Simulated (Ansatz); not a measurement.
# CaS (rocksalt): zero-pressure volume and bulk modulus with BLYP

What volume and stiffness does BLYP give for CaS (rocksalt)?

Computed with Ansatz 0.2.0 (DFT BLYP, scalar-relativistic, plane waves, PAW, unless a step's input says otherwise).

**1. The structure to begin with**

Symmetry: Fm-3m, No. 225, cubic system. The conventional cell has a = 5.686 Å, b = 5.686 Å, c = 5.686 Å, α = 90.00°, β = 90.00°, γ = 90.00°. Around Ca (site symmetry m-3m) lie 6 S at 2.84 Å. Around S (site symmetry m-3m) lie 6 Ca at 2.84 Å.

Coordinates:

```
CELL_PARAMETERS angstrom
0.00000 2.84300 2.84300
2.84300 0.00000 2.84300
2.84300 2.84300 0.00000
ATOMIC_POSITIONS crystal
Ca 0.50000 0.50000 0.50000
S 0.00000 0.00000 0.00000
```

An earlier run on this cell at PBE gave 0.80 GPa at 22.979 Å³/atom (8×8×8 mesh), gap on the mesh 2.35 eV.

**2. At the given cell**

input.yaml

```yaml
crystal:
  lattice:
    - [0.0, 2.8430011916, 2.8430011916]
    - [2.8430011916, 0.0, 2.8430011916]
    - [2.8430011916, 2.8430011916, 0.0]
  atoms:
    - { symbol: Ca, position: [0.5, 0.5, 0.5] }
    - { symbol: S, position: [0.0, 0.0, 0.0] }
basis:
  ecutwfc: 420
  ecutrho_ratio: 4
kpoints:
  mp_grid: { grid: [8, 8, 8] }
hamiltonian:
  xc: blyp
scf:
  occupations: { method: gaussian, width: 0.05 }
output:
  forces: true
  stress: true
  eigenvalues: true
```

Started as:

```
$ ansatz run input.yaml --threads 4 --pin off --max-ram 8192MiB --backend cpu --events-out ev --progress --plain --runs-dir out
```

The log of the run, cut to the lines that bear on the results:

```text
Warning: RAYON_NUM_THREADS=4 ignored (pool sized by the plan → 4); use --threads N
[...]
Pseudopotentials: kind: paw
Pseudopotential: Ca, paw, valence charge 10, recommended cutoff 420 eV (normal), Ca.paw.azcp
Pseudopotential: S, paw, valence charge 6, recommended cutoff 420 eV (normal), S.paw.azcp
Functional definition: BLYP
[...]
Crystal: 2 atoms, lattice volume = 45.958 Å³
Basis set: ecut = 420 eV, 893 PW (Γ), exchange–correlation on 54×54×54 points (8 copies of the dense FFT grid, shifted against one another)
Bands: 12, of which v1, the nominal top of the filled ones, is band 8 counted from 1 (7 counted from 0)
Symmetry: 48 space group operations
Space group: Fm-3m (ITA 225), of the structure as read, at distance tolerance 3.6e-5 Å
k-points: 29 of 512
[...]
SCF iter   1: F=—  HF=-2733.842967 eV  |F-HF|=—  |Δ(HF+E_count)|=         —  Δρ=7.19e-3  dr2=3.36e-2  ethr=1.77e-3  ⟨swp⟩=6.9  Hψ=2437  notcnv=0
[...]
SCF iter   6: F=-2733.832590 eV  HF=-2733.832590 eV  |F-HF|=3.93e-9  |Δ(HF+E_count)|=   2.83e-7  Δρ=2.35e-6  dr2=2.15e-9  ethr=6.25e-10  ⟨swp⟩=5.9  Hψ=1745  notcnv=0
[...]
SCF converged after 6 iterations
Free energy (F): -2733.832590 eV
[...]
E sigma→0 (E₀):  -2733.832590 eV
Fermi energy:    7.621861 eV
[...]
--- Forces (eV/Å), atoms counted from 1 ---
  atom   1  Ca     0.00000000    -0.00000000    -0.00000000
  atom   2  S     -0.00000000     0.00000000    -0.00000000
[...]
--- Stress (GPa, compression-positive) ---
        3.044537       0.000000      -0.000000
        0.000000       3.044537       0.000000
       -0.000000      -0.000000       3.044537
  P = ⅓ Tr σ = 3.0445 GPa (30.445 kbar)
--- Band table (eV; the first three rows and the last of 29) ---
  k-point 0: bands = ["-32.9007", "-13.9308", "-13.9308", "-13.9308", "-4.9199", "6.3984", "6.3984", "6.3984", "10.5218", "10.5218", "10.5218", "10.7690"]
[...]
```

It took 0.7 s on 4 threads of Arm Neoverse N1, shared host; peak memory 0.29 GiB.

In short: volume 22.979 Å³/atom, pressure 3.04 GPa, mesh gap 2.45 eV.

**3. Stepping to 23.445 Å³/atom**

input.yaml, as its differences from that of step 2:

```diff
@@ -2,5 +2,5 @@
   lattice:
-    - [0.0, 2.8430011916, 2.8430011916]
-    - [2.8430011916, 0.0, 2.8430011916]
-    - [2.8430011916, 2.8430011916, 0.0]
+    - [0.0, 2.862107218, 2.862107218]
+    - [2.862107218, 0.0, 2.862107218]
+    - [2.862107218, 2.862107218, 0.0]
   atoms:
```

Started as:

```
$ ansatz run input.yaml --threads 4 --pin off --max-ram 8192MiB --backend cpu --events-out ev --progress --plain --runs-dir out
```

The log of the run, cut to the lines that bear on the results:

```text
Warning: RAYON_NUM_THREADS=4 ignored (pool sized by the plan → 4); use --threads N
[...]
[... 4 set-up lines as earlier in the session ...]
[...]
Crystal: 2 atoms, lattice volume = 46.891 Å³
Basis set: ecut = 420 eV, 941 PW (Γ), exchange–correlation on 60×60×60 points (8 copies of the dense FFT grid, shifted against one another)
Bands: 12, of which v1, the nominal top of the filled ones, is band 8 counted from 1 (7 counted from 0)
[... 2 set-up lines as earlier in the session ...]
k-points: 29 of 512
[...]
SCF iter   1: F=—  HF=-2733.856463 eV  |F-HF|=—  |Δ(HF+E_count)|=         —  Δρ=7.07e-3  dr2=3.33e-2  ethr=1.77e-3  ⟨swp⟩=6.8  Hψ=2425  notcnv=0
[...]
SCF iter   6: F=-2733.846566 eV  HF=-2733.846566 eV  |F-HF|=3.03e-9  |Δ(HF+E_count)|=   8.97e-8  Δρ=2.12e-6  dr2=2.25e-9  ethr=6.25e-10  ⟨swp⟩=5.8  Hψ=1669  notcnv=0
[...]
SCF converged after 6 iterations
Free energy (F): -2733.846566 eV
[...]
E sigma→0 (E₀):  -2733.846566 eV
Fermi energy:    7.433887 eV
[...]
--- Forces (eV/Å), atoms counted from 1 ---
  atom   1  Ca     0.00000000    -0.00000000    -0.00000000
  atom   2  S     -0.00000000     0.00000000     0.00000000
[...]
--- Stress (GPa, compression-positive) ---
        1.777749      -0.000000       0.000000
       -0.000000       1.777749      -0.000000
       -0.000000      -0.000000       1.777749
  P = ⅓ Tr σ = 1.7777 GPa (17.777 kbar)
--- Band table (eV; the first three rows and the last of 29) ---
  k-point 0: bands = ["-33.1783", "-14.2061", "-14.2061", "-14.2061", "-5.0639", "6.1903", "6.1903", "6.1903", "10.3117", "10.3117", "10.3117", "10.4319"]
[...]
```

Wall time 0.71 s (4 threads of Arm Neoverse N1, shared host); peak memory 0.29 GiB.

Read off: volume 23.445 Å³/atom, pressure 1.78 GPa, gap on the mesh 2.49 eV.

**4. Stepping to 24.200 Å³/atom**

input.yaml, as its differences from that of step 3:

```diff
@@ -2,5 +2,5 @@
   lattice:
-    - [0.0, 2.862107218, 2.862107218]
-    - [2.862107218, 0.0, 2.862107218]
-    - [2.862107218, 2.862107218, 0.0]
+    - [0.0, 2.8924770428, 2.8924770428]
+    - [2.8924770428, 0.0, 2.8924770428]
+    - [2.8924770428, 2.8924770428, 0.0]
   atoms:
```

Started as:

```
$ ansatz run input.yaml --threads 4 --pin off --max-ram 8192MiB --backend cpu --events-out ev --progress --plain --runs-dir out
```

The log of the run, cut to the lines that bear on the results:

```text
Warning: RAYON_NUM_THREADS=4 ignored (pool sized by the plan → 4); use --threads N
[...]
[... 4 set-up lines as earlier in the session ...]
[...]
Crystal: 2 atoms, lattice volume = 48.399 Å³
Basis set: ecut = 420 eV, 941 PW (Γ), exchange–correlation on 60×60×60 points (8 copies of the dense FFT grid, shifted against one another)
Bands: 12, of which v1, the nominal top of the filled ones, is band 8 counted from 1 (7 counted from 0)
[... 2 set-up lines as earlier in the session ...]
k-points: 29 of 512
[...]
SCF iter   1: F=—  HF=-2733.863920 eV  |F-HF|=—  |Δ(HF+E_count)|=         —  Δρ=6.73e-3  dr2=3.11e-2  ethr=1.77e-3  ⟨swp⟩=6.8  Hψ=2465  notcnv=0
[...]
SCF iter   6: F=-2733.854610 eV  HF=-2733.854610 eV  |F-HF|=4.92e-10  |Δ(HF+E_count)|=   2.18e-8  Δρ=2.54e-6  dr2=4.68e-9  ethr=6.25e-10  ⟨swp⟩=5.5  Hψ=1655  notcnv=0
[...]
SCF converged after 6 iterations
Free energy (F): -2733.854610 eV
[...]
E sigma→0 (E₀):  -2733.854610 eV
Fermi energy:    7.144235 eV
[...]
--- Forces (eV/Å), atoms counted from 1 ---
  atom   1  Ca     0.00000000    -0.00000000    -0.00000000
  atom   2  S     -0.00000000     0.00000000     0.00000000
[...]
--- Stress (GPa, compression-positive) ---
       -0.021198      -0.000000       0.000000
        0.000000      -0.021198      -0.000000
       -0.000000      -0.000000      -0.021198
  P = ⅓ Tr σ = -0.0212 GPa (-0.212 kbar)
--- Band table (eV; the first three rows and the last of 29) ---
  k-point 0: bands = ["-33.6088", "-14.6329", "-14.6329", "-14.6329", "-5.2848", "5.8718", "5.8718", "5.8718", "9.9159", "9.9853", "9.9853", "9.9853"]
[...]
```

Run time: 0.84 s. Hardware: 4 threads of Arm Neoverse N1, shared host; peak memory 0.3 GiB.

In short: volume 24.200 Å³/atom, pressure -0.02 GPa, gap on the mesh 2.54 eV.

**5. Volume × 0.98 of the new zero**

input.yaml, as its differences from that of step 4:

```diff
@@ -2,5 +2,5 @@
   lattice:
-    - [0.0, 2.8924770428, 2.8924770428]
-    - [2.8924770428, 0.0, 2.8924770428]
-    - [2.8924770428, 2.8924770428, 0.0]
+    - [0.0, 2.8730638603, 2.8730638603]
+    - [2.8730638603, 0.0, 2.8730638603]
+    - [2.8730638603, 2.8730638603, 0.0]
   atoms:
```

Started as:

```
$ ansatz run input.yaml --threads 4 --pin off --max-ram 8192MiB --backend cpu --events-out ev --progress --plain --runs-dir out
```

The log of the run, cut to the lines that bear on the results:

```text
Warning: RAYON_NUM_THREADS=4 ignored (pool sized by the plan → 4); use --threads N
[...]
[... 4 set-up lines as earlier in the session ...]
[...]
Crystal: 2 atoms, lattice volume = 47.431 Å³
Basis set: ecut = 420 eV, 941 PW (Γ), exchange–correlation on 60×60×60 points (8 copies of the dense FFT grid, shifted against one another)
Bands: 12, of which v1, the nominal top of the filled ones, is band 8 counted from 1 (7 counted from 0)
[... 2 set-up lines as earlier in the session ...]
k-points: 29 of 512
[...]
SCF iter   1: F=—  HF=-2733.861264 eV  |F-HF|=—  |Δ(HF+E_count)|=         —  Δρ=6.94e-3  dr2=3.25e-2  ethr=1.77e-3  ⟨swp⟩=7.0  Hψ=2452  notcnv=0
[...]
SCF iter   6: F=-2733.851410 eV  HF=-2733.851410 eV  |F-HF|=1.93e-9  |Δ(HF+E_count)|=   2.86e-8  Δρ=2.05e-6  dr2=2.82e-9  ethr=6.25e-10  ⟨swp⟩=5.6  Hψ=1651  notcnv=0
[...]
SCF converged after 6 iterations
Free energy (F): -2733.851410 eV
[...]
E sigma→0 (E₀):  -2733.851410 eV
Fermi energy:    7.328119 eV
[...]
--- Forces (eV/Å), atoms counted from 1 ---
  atom   1  Ca     0.00000000    -0.00000000     0.00000000
  atom   2  S     -0.00000000    -0.00000000    -0.00000000
[...]
--- Stress (GPa, compression-positive) ---
        1.099445       0.000000       0.000000
        0.000000       1.099445      -0.000000
        0.000000       0.000000       1.099445
  P = ⅓ Tr σ = 1.0994 GPa (10.994 kbar)
--- Band table (eV; the first three rows and the last of 29) ---
  k-point 0: bands = ["-33.3351", "-14.3616", "-14.3616", "-14.3616", "-5.1447", "6.0737", "6.0737", "6.0737", "10.1929", "10.1929", "10.1929", "10.2430"]
[...]
```

It took 0.72 s on 4 threads of Arm Neoverse N1, shared host; peak memory 0.29 GiB.

In short: volume 23.716 Å³/atom, pressure 1.10 GPa, mesh gap 2.51 eV.

**6. Volume × 1.02 of the new zero**

input.yaml, as its differences from that of step 5:

```diff
@@ -2,5 +2,5 @@
   lattice:
-    - [0.0, 2.8730638603, 2.8730638603]
-    - [2.8730638603, 0.0, 2.8730638603]
-    - [2.8730638603, 2.8730638603, 0.0]
+    - [0.0, 2.9116330782, 2.9116330782]
+    - [2.9116330782, 0.0, 2.9116330782]
+    - [2.9116330782, 2.9116330782, 0.0]
   atoms:
```

Started as:

```
$ ansatz run input.yaml --threads 4 --pin off --max-ram 8192MiB --backend cpu --events-out ev --progress --plain --runs-dir out
```

The log of the run, cut to the lines that bear on the results:

```text
Warning: RAYON_NUM_THREADS=4 ignored (pool sized by the plan → 4); use --threads N
[...]
[... 4 set-up lines as earlier in the session ...]
[...]
Crystal: 2 atoms, lattice volume = 49.367 Å³
Basis set: ecut = 420 eV, 941 PW (Γ), exchange–correlation on 60×60×60 points (8 copies of the dense FFT grid, shifted against one another)
Bands: 12, of which v1, the nominal top of the filled ones, is band 8 counted from 1 (7 counted from 0)
[... 1 set-up line as earlier in the session ...]
Space group: Fm-3m (ITA 225), of the structure as read, at distance tolerance 3.7e-5 Å
k-points: 29 of 512
[...]
SCF iter   1: F=—  HF=-2733.860507 eV  |F-HF|=—  |Δ(HF+E_count)|=         —  Δρ=6.59e-3  dr2=3.05e-2  ethr=1.77e-3  ⟨swp⟩=6.8  Hψ=2463  notcnv=0
[...]
SCF iter   6: F=-2733.851375 eV  HF=-2733.851375 eV  |F-HF|=3.86e-9  |Δ(HF+E_count)|=   1.05e-7  Δρ=2.00e-6  dr2=2.41e-9  ethr=6.25e-10  ⟨swp⟩=5.5  Hψ=1681  notcnv=0
[...]
SCF converged after 6 iterations
Free energy (F): -2733.851375 eV
[...]
E sigma→0 (E₀):  -2733.851375 eV
Fermi energy:    6.967054 eV
[...]
--- Forces (eV/Å), atoms counted from 1 ---
  atom   1  Ca     0.00000000    -0.00000000     0.00000000
  atom   2  S     -0.00000000     0.00000000     0.00000000
[...]
--- Stress (GPa, compression-positive) ---
       -1.031792       0.000000       0.000000
        0.000000      -1.031792       0.000000
       -0.000000       0.000000      -1.031792
  P = ⅓ Tr σ = -1.0318 GPa (-10.318 kbar)
--- Band table (eV; the first three rows and the last of 29) ---
  k-point 0: bands = ["-33.8740", "-14.8957", "-14.8957", "-14.8957", "-5.4194", "5.6784", "5.6784", "5.6784", "9.6025", "9.7838", "9.7838", "9.7838"]
[...]
```

Run time: 0.74 s. Hardware: 4 threads of Arm Neoverse N1, shared host; peak memory 0.29 GiB.

Read off: volume 24.684 Å³/atom, pressure -1.03 GPa, gap on the mesh 2.58 eV.

**7. Volume × 0.96 of the new zero**

input.yaml, as its differences from that of step 6:

```diff
@@ -2,5 +2,5 @@
   lattice:
-    - [0.0, 2.9116330782, 2.9116330782]
-    - [2.9116330782, 0.0, 2.9116330782]
-    - [2.9116330782, 2.9116330782, 0.0]
+    - [0.0, 2.8533847231, 2.8533847231]
+    - [2.8533847231, 0.0, 2.8533847231]
+    - [2.8533847231, 2.8533847231, 0.0]
   atoms:
```

Started as:

```
$ ansatz run input.yaml --threads 4 --pin off --max-ram 8192MiB --backend cpu --events-out ev --progress --plain --runs-dir out
```

The log of the run, cut to the lines that bear on the results:

```text
Warning: RAYON_NUM_THREADS=4 ignored (pool sized by the plan → 4); use --threads N
[...]
[... 4 set-up lines as earlier in the session ...]
[...]
Crystal: 2 atoms, lattice volume = 46.463 Å³
Basis set: ecut = 420 eV, 893 PW (Γ), exchange–correlation on 54×54×54 points (8 copies of the dense FFT grid, shifted against one another)
Bands: 12, of which v1, the nominal top of the filled ones, is band 8 counted from 1 (7 counted from 0)
[... 2 set-up lines as earlier in the session ...]
k-points: 29 of 512
[...]
SCF iter   1: F=—  HF=-2733.851297 eV  |F-HF|=—  |Δ(HF+E_count)|=         —  Δρ=7.12e-3  dr2=3.33e-2  ethr=1.77e-3  ⟨swp⟩=6.9  Hψ=2458  notcnv=0
[...]
SCF iter   6: F=-2733.841081 eV  HF=-2733.841080 eV  |F-HF|=4.36e-9  |Δ(HF+E_count)|=   2.45e-7  Δρ=2.28e-6  dr2=2.09e-9  ethr=6.25e-10  ⟨swp⟩=5.8  Hψ=1738  notcnv=0
[...]
SCF converged after 6 iterations
Free energy (F): -2733.841081 eV
[...]
E sigma→0 (E₀):  -2733.841081 eV
Fermi energy:    7.519142 eV
[...]
--- Forces (eV/Å), atoms counted from 1 ---
  atom   1  Ca     0.00000000    -0.00000000     0.00000000
  atom   2  S     -0.00000000     0.00000000     0.00000000
[...]
--- Stress (GPa, compression-positive) ---
        2.342341      -0.000000      -0.000000
       -0.000000       2.342341       0.000000
       -0.000000      -0.000000       2.342341
  P = ⅓ Tr σ = 2.3423 GPa (23.423 kbar)
--- Band table (eV; the first three rows and the last of 29) ---
  k-point 0: bands = ["-33.0522", "-14.0811", "-14.0811", "-14.0811", "-4.9986", "6.2845", "6.2845", "6.2845", "10.4072", "10.4072", "10.4072", "10.5846"]
[...]
```

Wall time 0.72 s (4 threads of Arm Neoverse N1, shared host); peak memory 0.29 GiB.

Read off: volume 23.232 Å³/atom, pressure 2.34 GPa, gap on the mesh 2.47 eV.

**8. Volume × 1.04 of the new zero**

input.yaml, as its differences from that of step 7:

```diff
@@ -2,5 +2,5 @@
   lattice:
-    - [0.0, 2.8533847231, 2.8533847231]
-    - [2.8533847231, 0.0, 2.8533847231]
-    - [2.8533847231, 2.8533847231, 0.0]
+    - [0.0, 2.9305403162, 2.9305403162]
+    - [2.9305403162, 0.0, 2.9305403162]
+    - [2.9305403162, 2.9305403162, 0.0]
   atoms:
```

Started as:

```
$ ansatz run input.yaml --threads 4 --pin off --max-ram 8192MiB --backend cpu --events-out ev --progress --plain --runs-dir out
```

The log of the run, cut to the lines that bear on the results:

```text
Warning: RAYON_NUM_THREADS=4 ignored (pool sized by the plan → 4); use --threads N
[...]
[... 4 set-up lines as earlier in the session ...]
[...]
Crystal: 2 atoms, lattice volume = 50.335 Å³
Basis set: ecut = 420 eV, 941 PW (Γ), exchange–correlation on 60×60×60 points (8 copies of the dense FFT grid, shifted against one another)
Bands: 12, of which v1, the nominal top of the filled ones, is band 8 counted from 1 (7 counted from 0)
[... 2 set-up lines as earlier in the session ...]
k-points: 29 of 512
[...]
SCF iter   1: F=—  HF=-2733.851027 eV  |F-HF|=—  |Δ(HF+E_count)|=         —  Δρ=6.45e-3  dr2=2.98e-2  ethr=1.77e-3  ⟨swp⟩=7.0  Hψ=2467  notcnv=0
[...]
SCF iter   6: F=-2733.842341 eV  HF=-2733.842341 eV  |F-HF|=2.18e-9  |Δ(HF+E_count)|=   6.22e-8  Δρ=2.03e-6  dr2=3.23e-9  ethr=6.25e-10  ⟨swp⟩=5.6  Hψ=1661  notcnv=0
[...]
SCF converged after 6 iterations
Free energy (F): -2733.842341 eV
[...]
E sigma→0 (E₀):  -2733.842341 eV
Fermi energy:    6.796230 eV
[...]
--- Forces (eV/Å), atoms counted from 1 ---
  atom   1  Ca     0.00000000     0.00000000     0.00000000
  atom   2  S     -0.00000000     0.00000000    -0.00000000
[...]
--- Stress (GPa, compression-positive) ---
       -1.943524       0.000000       0.000000
       -0.000000      -1.943524       0.000000
       -0.000000       0.000000      -1.943524
  P = ⅓ Tr σ = -1.9435 GPa (-19.435 kbar)
--- Band table (eV; the first three rows and the last of 29) ---
  k-point 0: bands = ["-34.1307", "-15.1501", "-15.1501", "-15.1501", "-5.5488", "5.4929", "5.4929", "5.4929", "9.3019", "9.5884", "9.5884", "9.5884"]
[...]
```

Run time: 0.76 s. Hardware: 4 threads of Arm Neoverse N1, shared host; peak memory 0.3 GiB.

Read off: volume 25.168 Å³/atom, pressure -1.94 GPa, mesh gap 2.61 eV.

**9. Energy and pressure against volume**

Energies have the smearing extrapolated to zero and count from the lowest point.

```
volume (Å³/atom)  energy (meV/atom)  pressure (GPa)
          23.232               6.76            2.34
          23.716               1.60            1.10
          24.200               0.00           -0.02
          24.684               1.62           -1.03
          25.168               6.13           -1.94
```

volume (Å³/atom), energy (meV/atom) and a bar:
```
    23.23        6.8 ##############################
    23.72        1.6 #######
    24.20        0.0 
    24.68        1.6 #######
    25.17        6.1 ###########################
```

**10. What came out**

| quantity | value |
| --- | --- |
| V0 | 24.190 Å³/atom |
| B0 | 53 GPa |
| gap on the mesh | 2.54 eV |
| time in all | 5.2 s |

**Reading.** BLYP puts the minimum at 24.19 Å³/atom, +5.3 % from the cell given, which stood at 0.8 GPa under PBE, with a bulk modulus of 53 GPa. The PAW datasets were made for PBE.
